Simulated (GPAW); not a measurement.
Cr in GPAW: convergence with k mesh

Crystal: Cr.

```
Cr
1.0
    -1.48445    1.48445    1.48445
     1.48445   -1.48445    1.48445
     1.48445    1.48445   -1.48445
Cr
1
Direct
  0.00000 0.00000 0.00000
```

| Item | Value |
| --- | --- |
| Program | GPAW 26.7.0 |
| Task | hyperfine couplings |
| Functional | PBE |
| Potentials or basis | GPAW PAW data sets (gpaw-data 1.2.1) |
| Basis | lcao:dzp |
| Grid spacing | 0.16 Å |
| k mesh | 3 × 3 × 3 |
| Occupations | fermi-dirac, width 0.05 eV |
| Spin | collinear spin, ferromagnetic start |
| Starting moments | [3.0] μB |

These are the settings of the first run; the series varies k mesh, with any setting tied to it.

Hardware: 1 thread of Arm Neoverse V1, with other jobs on the host.

```
      k mesh  energy less the tightest run, at zero smearing (meV/atom)  largest site moment (μB)  SCF cycles  CPU time (s)  peak memory (GiB)
   3 × 3 × 3                                                     339.13                      0.34          18            32               0.16
   5 × 5 × 5                                                      72.15                      0.11          14            54               0.16
   6 × 6 × 6                                                       0.00                      0.00          14            82               0.16
   8 × 8 × 8                                      timed out after 100 s                         -           -             -                  -
   9 × 9 × 9                                      timed out after 110 s                         -           -             -                  -
11 × 11 × 11                                      timed out after 130 s                         -           -             -                  -
14 × 14 × 14                                      timed out after 160 s                         -           -             -                  -
```

Not settled before the last step: the energy (to 1 meV/atom), the largest site moment (to 0.02 μB). Meshes of other sizes hit other points, so gaps and Fermi surfaces needn't settle smoothly. The tightest run that finished is the yardstick and may itself not be fully converged.

Caveat, for the tightest run too: the k mesh is coarse (spacing up to 0.50 Å⁻¹), so the values aren't converged; the dipolar part lacks the spin inside other atoms' spheres; the starting moments collapsed, and a magnetic state may lie lower; the basis of atomic orbitals isn't converged, which shifts pressures, moduli and gaps.
